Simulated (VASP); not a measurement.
Level of theory: PBE0 hybrid, VASP's PBE PAW potentials (set 64) (plane waves; VASP).

VASP input:

KPOINTS:
```
K-points
0
G
7 7 7
0 0 0
```

### INCAR
```
! general
SYSTEM   = CsCl
PREC     = Accurate
ENCUT    = 300
LREAL    = .FALSE.
LASPH    = .TRUE.
ISYM     = 3

! electronic loop
EDIFF    = 1E-6
NELM     = 100
ALGO     = Normal
LMAXMIX  = 4

! smearing
ISMEAR   = 0
SIGMA    = 0.02

! functional
GGA      = PE
LHFCALC  = .TRUE.
AEXX     = 0.25
HFRCUT   = -1
PRECFOCK = Fast

! ions
ISIF     = 2

! output
LWAVE    = .FALSE.
LCHARG   = .FALSE.
```

File POSCAR:
```
CsCl
1
    4.1780930000     0.0000000000     0.0000000000
    0.0000000000     4.1780930000     0.0000000000
    0.0000000000     0.0000000000     4.1780930000
Cs Cl
1 1
Direct
  0.0000000000   0.0000000000   0.0000000000
  0.5000000000   0.5000000000   0.5000000000
```

POTCAR, in this order: Cs_sv Cl (PBE.64 set). Program: vasp_std.

Output of the run:

OSZICAR:
```
       N       E                     dE             d eps       ncg     rms          rms(c)
DAV:   1    -0.135768086046E+04   -0.13577E+04   -0.52198E+03   480   0.762E+02
DAV:   2    -0.144105911777E+04   -0.83378E+02   -0.77938E+02   728   0.165E+02
DAV:   3    -0.144692579296E+04   -0.58667E+01   -0.58436E+01   580   0.499E+01
DAV:   4    -0.144698601881E+04   -0.60226E-01   -0.60192E-01   576   0.617E+00
DAV:   5    -0.857764598602E+01    0.14384E+04   -0.46363E+00   508   0.160E+01    0.273E+00
DAV:   6    -0.817203631185E+01    0.40561E+00   -0.10018E+00   544   0.620E+00    0.216E+00
DAV:   7    -0.814832056356E+01    0.23716E-01   -0.27349E-01   532   0.291E+00    0.190E+00
DAV:   8    -0.814637237029E+01    0.19482E-02   -0.38346E-02   580   0.112E+00    0.118E+00
DAV:   9    -0.814271319738E+01    0.36592E-02   -0.44894E-03   604   0.484E-01    0.632E-01
DAV:  10    -0.814147022021E+01    0.12430E-02   -0.17356E-03   596   0.326E-01    0.309E-01
DAV:  11    -0.814118678307E+01    0.28344E-03   -0.53749E-04   592   0.193E-01    0.157E-01
DAV:  12    -0.814112514388E+01    0.61639E-04   -0.17992E-04   584   0.116E-01    0.899E-02
DAV:  13    -0.814112640733E+01   -0.12634E-05   -0.82854E-05   588   0.758E-02    0.566E-02
DAV:  14    -0.814114143523E+01   -0.15028E-04   -0.37099E-05   572   0.499E-02    0.375E-02
DAV:  15    -0.814115410410E+01   -0.12669E-04   -0.15359E-05   580   0.327E-02    0.255E-02
DAV:  16    -0.814116215447E+01   -0.80504E-05   -0.64299E-06   568   0.217E-02    0.175E-02
DAV:  17    -0.814116677799E+01   -0.46235E-05   -0.27894E-06   572   0.145E-02    0.121E-02
DAV:  18    -0.814116930159E+01   -0.25236E-05   -0.11551E-06   408   0.974E-03    0.832E-03
DAV:  19    -0.814117064513E+01   -0.13435E-05   -0.66819E-07   404   0.723E-03    0.587E-03
DAV:  20    -0.814117136862E+01   -0.72349E-06   -0.28314E-07   320   0.453E-03
   1 F= -.81411714E+01 E0= -.81411714E+01  d E =-.125286E-27
```

File OUTCAR:
```
------------------------ aborting loop because EDIFF is reached ----------------------------------------
  FORCE on cell =-STRESS in cart. coord.  units (eV):
  Direction    XX          YY          ZZ          XY          YZ          ZX
  --------------------------------------------------------------------------------------
  Total       -0.1224539     -0.1224539     -0.1224539      0.0000000     -0.0000000     -0.0000000
  in kB       -2.6899799     -2.6899799     -2.6899799      0.0000000     -0.0000000     -0.0000000
  external PRESSURE =      -2.6899799 kB  Pullay stress =       0.0000000 kB
  volume of cell :       72.93
      direct lattice vectors                 reciprocal lattice vectors
     4.178093000  0.000000000  0.000000000     0.239343643  0.000000000  0.000000000
     0.000000000  4.178093000  0.000000000     0.000000000  0.239343643  0.000000000
     0.000000000  0.000000000  4.178093000     0.000000000  0.000000000  0.239343643
 POSITION                                       TOTAL-FORCE (eV/Angst)
 -----------------------------------------------------------------------------------
      0.00000      0.00000      0.00000         0.000000      0.000000      0.000000
      2.08905      2.08905      2.08905         0.000000      0.000000      0.000000
 -----------------------------------------------------------------------------------
    total drift:                                0.000000     -0.000000     -0.000000
  FREE ENERGIE OF THE ION-ELECTRON SYSTEM (eV)
  ---------------------------------------------------
  free  energy   TOTEN  =        -8.1411713686 eV

  energy  without entropy=       -8.1411713686  energy(sigma->0) =       -8.14117137

  exchange ACFDT corr.  =         0.00000000  see jH, gK, PRB 81, 115126
```
(Selected blocks of OUTCAR.)

At this cut-off the stress carries a Pulay error, which pulls relaxed volumes low.

The structure comes from a computed database's CsCl entry; how it stands against other phases isn't given here. The cell was not relaxed at this level. The run is one of a series of settings (KPOINTS 7×7×7 Γ-centred mesh against the base run), some of them coarse on purpose.
